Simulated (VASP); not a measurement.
# PbSe: kinetic-energy density

PbSe, Fm-3m (no. 225), 2 atoms in the cell. PBE; PAW potentials Pb_d, Se (PBE set).

## Input

INCAR:
```
ALGO     = Normal         # electronic algorithm
EDIFF    = 1E-7           # SCF threshold, eV
ENCUT    = 520            # plane-wave cutoff, eV
ISIF     = 2              # what is computed and relaxed
ISMEAR   = 0              # smearing method
LASPH    = True           # aspherical terms in the spheres
LCHARG   = True           # write CHGCAR
LREAL    = False          # projectors in reciprocal space
LTAU     = True         
LWAVE    = False          # write WAVECAR
NELM     = 100            # most SCF steps
PREC     = Accurate       # precision mode
SIGMA    = 0.02           # smearing width, eV
```

KPOINTS:
```
k-points
0
Gamma
  6 6 6
```

POSCAR:
```
PbSe
1.0
    0.0000000000      3.0606500000      3.0606500000
    3.0606500000      0.0000000000      3.0606500000
    3.0606500000      3.0606500000      0.0000000000
Pb Se
1 1
Direct
    0.0000000000      0.0000000000      0.0000000000
    0.5000000000      0.5000000000      0.5000000000
```

Commands:
```
cat potpaw_PBE.64/Pb_d/POTCAR potpaw_PBE.64/Se/POTCAR > POTCAR
mpirun -np 1 vasp_std > vasp.out
```

## Result

- Kinetic energy of the pseudo orbitals (eV): 319.61

VASP 6.6.1 took 7.5 s on 1 core (Intel Xeon Platinum 8488C (Sapphire Rapids)), a shared host.
